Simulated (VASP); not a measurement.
## A VASP 6.6.1 single-point calculation on RbCl

INCAR

```
NBANDS = 15
NELM = 120
LCHARG = .FALSE.
ISIF = 2
ISMEAR = -1
LASPH = .TRUE.
PREC = Accurate
ENCUT = 520
LWAVE = .FALSE.
LREAL = .FALSE.
IBRION = -1
NSW = 0
EDIFF = 1E-7
GGA = PE
LMAXMIX = 4
SIGMA = 0.2
```

KPOINTS

```
KPOINTS created by Atomic Simulation Environment
0
Gamma
6 6 6
0 0 0
```

POSCAR

```
Rb Cl
 1.0000000000000000
     0.0000000000000000    3.1735803057999998    3.1735803057999998
     3.1735803057999998    0.0000000000000000    3.1735803057999998
     3.1735803057999998    3.1735803057999998    0.0000000000000000
 Rb  Cl
   1   1
Cartesian
  0.0000000000000000  0.0000000000000000  0.0000000000000000
  3.1735803057999998  3.1735803057999998  3.1735803057999998
```

The recommended PBE PAW datasets give the neutral cell 16 valence electrons.

Command

```
mpirun -np 1 vasp_std
```

Task: Predict the outcome of this run.

Result: It converged. Results: gap between bands v and c on the k mesh 5.37 eV; least direct gap on the k mesh 5.37 eV; pressure 3.5 GPa. Band v is the last that the valence electrons fill when counted band by band, and c is the next.

OSZICAR

```
N       E                     dE             d eps       ncg     rms          rms(c)
DAV:   1     0.791925945588E+02    0.79193E+02   -0.68884E+03   480   0.937E+02
DAV:   2    -0.169639509640E+01   -0.80889E+02   -0.73019E+02   659   0.173E+02
DAV:   3    -0.675919901507E+01   -0.50628E+01   -0.50369E+01   663   0.434E+01
DAV:   4    -0.690508398929E+01   -0.14588E+00   -0.14587E+00   719   0.704E+00
DAV:   5    -0.690589620882E+01   -0.81222E-03   -0.81221E-03   670   0.531E-01    0.383E+00
DAV:   6    -0.657447681177E+01    0.33142E+00   -0.45782E-01   599   0.355E+00    0.296E+00
DAV:   7    -0.655616237970E+01    0.18314E-01   -0.12070E-01   648   0.194E+00    0.163E+00
DAV:   8    -0.656882729987E+01   -0.12665E-01   -0.14703E-02   565   0.765E-01    0.136E-01
DAV:   9    -0.656981946892E+01   -0.99217E-03   -0.10297E-03   620   0.184E-01    0.994E-02
DAV:  10    -0.657037334783E+01   -0.55388E-03   -0.51975E-04   494   0.140E-01    0.143E-02
DAV:  11    -0.657039003840E+01   -0.16691E-04   -0.17884E-05   622   0.278E-02    0.638E-03
DAV:  12    -0.657039712037E+01   -0.70820E-05   -0.10090E-05   501   0.218E-02    0.144E-03
DAV:  13    -0.657039730714E+01   -0.18677E-06   -0.18409E-07   641   0.261E-03    0.115E-03
DAV:  14    -0.657039739820E+01   -0.91067E-07   -0.15955E-07   521   0.278E-03
   1 F= -.65703974E+01 E0= -.65703967E+01  d E =-.132643E-05
```

For comparison, a separate PBE run of the intended cell, on usual settings and not on those above, gives a gap of 5.37 eV on its mesh and a pressure of 3.5 GPa.
